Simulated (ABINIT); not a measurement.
Crystal: PtS2.

```
Pt S
1.0
     3.54320    0.00000    0.00000
    -1.77160    3.06850    0.00000
     0.00000    0.00000    5.03880
Pt S
1 2
Cartesian
  0.0000 0.0000 0.0000
  1.7716 1.0228 3.8950
  0.0000 2.0457 1.1438
```

Base run:

```yaml
Program: ABINIT 10.8.3 (patched build)
Functional: SOGGA
Potentials_or_basis: JTH PAW PBE v2.0
Cutoff: 544 eV
k_mesh: 9 × 9 × 5
Occupations: fermi-dirac, width 0.05 eV
Spin: no spin polarisation
```

Its results: band gap on the k mesh 0.92 eV, indirect (least direct gap 0.94 eV); pressure 5.7 GPa; largest force 0.955 eV/Å.

Task: After a change of settings the same cell gave: band gap on the k mesh 0.97 eV, indirect (least direct gap 1.02 eV); pressure 12.5 GPa; largest force 1.414 eV/Å. Which change was it?
A. functional from SOGGA to PW91
B. functional from SOGGA to rPW86PBE
C. functional from SOGGA to revPBE
D. functional from SOGGA to PBEsol; k mesh from 9 × 9 × 5 to 4 × 4 × 2

Result: A.

PW91 binds less tightly than SOGGA, so the same cell stands under more pressure.

Caveats: the PAW data sets were made with another functional, which shifts forces and pressure a little; spin-orbit coupling is left out, which moves the levels of the heavy elements.

Not every run made on this cell is shown here.
